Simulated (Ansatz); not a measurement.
Set up this calculation in Ansatz 0.2.0, as the native input.

* Task: single point
* Functional: PBE
* Potentials or basis: Ansatz PAW
* Cutoff: 420 eV (not typed: the program's choice for these potentials)
* k mesh: 8 × 8 × 8
* Occupations: fermi-dirac, width 0.05 eV
* Spin: no spin polarisation

Eu:

```xyz
1
Lattice="-2.3030 2.3030 2.3030 2.3030 -2.3030 2.3030 2.3030 2.3030 -2.3030" Properties=species:S:1:pos:R:3 pbc="T T T"
Eu    0.0000    0.0000    0.0000
```

One way to write it, as run:

input.yaml

```yaml
crystal:
  lattice:
    - [-2.303, 2.303, 2.303]
    - [2.303, -2.303, 2.303]
    - [2.303, 2.303, -2.303]
  atoms:
    - { symbol: Eu, position: [0.0, 0.0, 0.0] }
hamiltonian:
  xc: pbe
  pseudopotentials: { kind: paw }
kpoints:
  mp_grid: { grid: [8, 8, 8] }
scf:
  occupations: { method: fermi_dirac, width: 0.05 }
output:
  forces: true
  stress: true
  eigenvalues: true
```

Potentials or basis: Ansatz PAW.

Command:

```sh
$ ansatz run input.yaml --threads 2 --pin off --max-ram 5632MiB --backend cpu --events-out ev --progress --plain --runs-dir out
```

Results of the run:

```yaml
Pressure: -4.5 GPa
Band_gap_on_the_k_mesh: none (metal or under the smearing width)
```

Wall time 3.4 s on 2 threads of Arm Neoverse V2, on a shared host, peak memory 0.31 GiB.
